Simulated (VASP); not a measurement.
Crystal: MgS.

```xyz
4
Lattice="4.0346 0.0000 0.0000 -2.0173 3.4941 0.0000 0.0000 0.0000 6.4323" Properties=species:S:1:pos:R:3 pbc="T T T"
S     2.0173    1.1647    5.6556
S     0.0000    2.3294    2.4394
Mg    0.0000    2.3294    6.4050
Mg    2.0173    1.1647    3.1888
```

The cell comes from a database or a generator and needn't be the stable form of this composition.

```yaml
Program: VASP 6.6.1
Task: relaxation of cell and atoms
Functional: RPBE
Potentials_or_basis: VASP PAW PBE potentials, release 64 (S, Mg)
Cutoff: 600 eV
k_mesh: 6 × 6 × 3
Occupations: fermi-dirac, width 0.05 eV
Spin: no spin polarisation
```

At the start: pressure 2.6 GPa; volume 22.67 Å³/atom.

Question: Where does the relaxation end?

Answer: Over 5 steps the energy falls by 8.2 meV/atom and the volume is 23.73 Å³/atom (+4.7 %); space group P6_3mc (No. 186, to 0.05 Å).

Step by step:
| step | energy change (eV) | largest force (eV/Å) | pressure (GPa) | volume (Å³) |
| --- | --- | --- | --- | --- |
| 1 | 0.0000 | 0.0455 | 2.58 | 90.68 |
| 2 | -0.0317 | 0.0202 | -0.38 | 95.55 |
| 3 | -0.0325 | 0.0230 | 0.00 | 94.85 |
| 4 | -0.0325 | 0.0226 | -0.04 | 94.93 |
| 5 | -0.0327 | 0.0195 | -0.05 | 94.94 |

Final structure:
```
S Mg
1.0
     4.09781    0.00000    0.00000
    -2.04890    3.54881    0.00000
     0.00000    0.00000    6.52839
S Mg
2 2
Direct
  0.66667 0.33333 0.87878
  0.33333 0.66667 0.37878
  0.33333 0.66667 0.99622
  0.66667 0.33333 0.49622
```

Caveat: the PAW data sets were made with another functional, which shifts forces and pressure a little.
